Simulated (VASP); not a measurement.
Set up this calculation in VASP 6.6.1, as the native input.

```
Task                   : relaxation of cell and atoms
Functional             : AM05
Potentials or basis    : VASP PAW PBE potentials, release 64 (Ti_sv, Si)
Cutoff                 : 600 eV
k mesh                 : 5 × 5 × 5
Occupations            : fermi-dirac, width 0.05 eV
Spin                   : no spin polarisation
Further INCAR settings : ALGO = Normal; EDIFF = 1e-06; IBRION = 2; EDIFFG = -0.01; NSW = 60; ISIF = 3
```

The structure of TiSi2 lies in POSCAR:

```
TiSi2
1.0
    0.0000000000      4.1175163063      4.2628978354
    2.3895119538      0.0000000000      4.2628978354
    2.3895119538      4.1175163063      0.0000000000
Ti Si
2 4
Direct
    0.7500000000      0.7500000000      0.7500000000
    0.5000000000      0.5000000000      0.5000000000
    0.4125656100      0.0874343900      0.4125656100
    0.0874343900      0.4125656100      0.0874343900
    0.1625656100      0.8374343900      0.1625656100
    0.8374343900      0.1625656100      0.8374343900
```

The cell is a database's computed one.

The input as run:

INCAR

```
SYSTEM = TiSi2
ALGO     = Normal         ! electronic algorithm
EDIFF    = 1E-6           ! SCF threshold, eV
EDIFFG   = -0.01          ! ionic threshold
ENCUT    = 600            ! plane-wave cutoff, eV
GGA      = AM             ! functional
IBRION   = 2              ! ionic algorithm
ISIF     = 3              ! what is computed and relaxed
ISMEAR   = -1             ! smearing method
LASPH    = .True.         ! aspherical terms in the spheres
LCHARG   = .False.        ! write CHGCAR
LREAL    = .False.        ! projectors in reciprocal space
LWAVE    = .False.        ! write WAVECAR
NELM     = 80             ! most SCF steps
NSW      = 60             ! ionic steps
PREC     = Accurate       ! precision mode
SIGMA    = 0.05           ! smearing width, eV
```

KPOINTS

```
k-points
0
Gamma
  5 5 5
  0 0 0
```

Potentials or basis: VASP PAW PBE potentials, release 64 (Ti_sv, Si).

Run with:

```sh
$ cat potpaw_PBE.64/Ti_sv/POTCAR potpaw_PBE.64/Si/POTCAR > POTCAR
$ mpirun -np 1 vasp_std > vasp.out
```

It gave:

```
Relaxed volume                         : 13.68 Å³/atom
Relaxed cell                           : a = 5.891 Å, b = 4.877 Å, c = 4.704 Å, α = 75.86°, β = 53.40°, γ = 50.74°
Space group after relaxing (to 0.05 Å) : Fddd (No. 70)
Energy gained by relaxing              : 3.9 meV/atom
Ionic steps                            : 5
Pressure after relaxing                : 0.0 GPa
Largest force after relaxing           : 0.006 eV/Å
Band gap on the k mesh                 : none (metal or under the smearing width)
```

Caveat: the PAW data sets were made with another functional, which shifts forces and pressure a little.

Wall time 3 min on 1 thread of Intel(R) Xeon(R) 6975P-C (Granite Rapids), on a shared host, peak memory 0.29 GiB.
